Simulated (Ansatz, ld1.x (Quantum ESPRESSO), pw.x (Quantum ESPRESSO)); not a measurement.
**Equation-of-state test of one TM potential (Si (Z = 14))**

ld1.x (Quantum ESPRESSO) 7.5 input, shortened:

```
&input
   title='Si', zed=14., rel=1, dft='PBE', iswitch=3,
   config='[Ne] 3s2 3p2 3d-2'
 /
 &inputp
   pseudotype=2, tm=.true., lloc=-1, rcloc=2.10,
   nlcc=.false.
 /
3
3S  1  0   2.00   0.00  1.90  1.90  0.0
3P  2  1   2.00   0.00  2.45  2.45  0.0
3D  3  2  -2.00   0.45  2.20  2.20  0.0
 &test
   configts(1)='3s2 3p2'
 /
```

Atomic tests: cutoffs needed: 15 Ry and 35 Ry (the cutoffs (Ry, on a coarse ladder) from which the occupation-weighted sum of valence levels, in a spherical-Bessel basis at the reference potential, stays within 10 and 1 mRy of its value at 400 Ry); ghost test: no extra level below or beside the all-electron valence levels (s, p, d, f tested) (spherical-Bessel basis up to 400 Ry, 20 bohr box); largest excitation error: +81 meV (all-electron minus pseudo) for 3s1 3p0, out of 7 test configurations.

Crystal test: fcc Si in pw.x 7.5, no spin, 15³ k-points, Fermi–Dirac smearing 0.01 Ry, cutoffs 45/180 Ry. The reference is all-electron LAPW (Ansatz 0.2.0) with the same functional, mesh and smearing; V0 and B0 come from Birch–Murnaghan fits to the pressures at five volumes. Errors are pseudo minus all-electron; Δ is the rms difference of the E(V) curves that follow from these fits, minima aligned, over ±6 % about the mean V0. Mesh and smearing are coarse, so the numbers serve the comparison and aren't converged zero-temperature values; the lattice is a test structure that the element need not adopt.

All-electron: a0 = 3.869 Å (V0 = 14.48 Å³/atom), B0 = 82.7 GPa.

Task: How far does the potential miss the all-electron equation of state?

Result: mean pressure error (GPa): +0.16; a0 (Å): 3.872; a0 error (%): +0.06; B0 error (%): +0.6; Δ (meV/atom): 0.5.

```
V (Å³/atom)  P all-electron (GPa)  P pseudo (GPa)
     13.704                  5.12            5.34
     14.064                  2.56            2.75
     14.425                  0.32            0.48
     14.786                 -1.65           -1.52
     15.146                 -3.38           -3.28
```

Task: At the middle volume, how do free energy and pressure move when the wave cutoff is lowered (ecutrho kept at four times it)?

Result:

```csv
cutoff (Ry),shift of F (meV/atom),shift of P (GPa)
20,+66.5,-0.41
27,+32.4,-1.10
36,+3.8,-0.35
```

The run at the middle volume (120 k-points, 6 iterations) took about 4.9 s on one core of a shared host (Neoverse-V2, 96 threads, 742 GiB, load 25).
